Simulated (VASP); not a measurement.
PbO (Litharge), 4 atoms in the cell. The structure is tetragonal, space group P4/nmm (No. 129). Conventional cell: a = 3.990 Å, b = 3.990 Å, c = 5.010 Å, α = 90.00°, β = 90.00°, γ = 90.00°. Around Pb (site symmetry 4mm) lie 4 O at 2.33 Å. O (site symmetry -4m2) is surrounded by 4 Pb at 2.33 Å. 

* Program: VASP 6.6.1
* Task: single point
* Functional: PBE
* Potentials or basis: VASP PAW PBE potentials, release 64 (Pb, O)
* Cutoff: 500 eV
* k mesh: 7 × 7 × 6
* Occupations: gaussian, width 0.05 eV
* Spin: no spin polarisation
* Further INCAR settings: ALGO = Fast; EDIFF = 1.00e-06

Potentials or basis: VASP PAW PBE potentials, release 64 (Pb, O).

Run with:

```bash
$ python run.py
```

Hardware: 1 thread of Intel(R) Xeon(R) Platinum 8375C CPU @ 2.90GHz (Ice Lake), with other jobs on the host.

How long does it take, and how much memory?

Wall time 54 s on 1 thread of Intel(R) Xeon(R) Platinum 8375C CPU @ 2.90GHz (Ice Lake), with other jobs on the host, peak memory 0.21 GiB. Counts: scf iterations 16, k points 40.
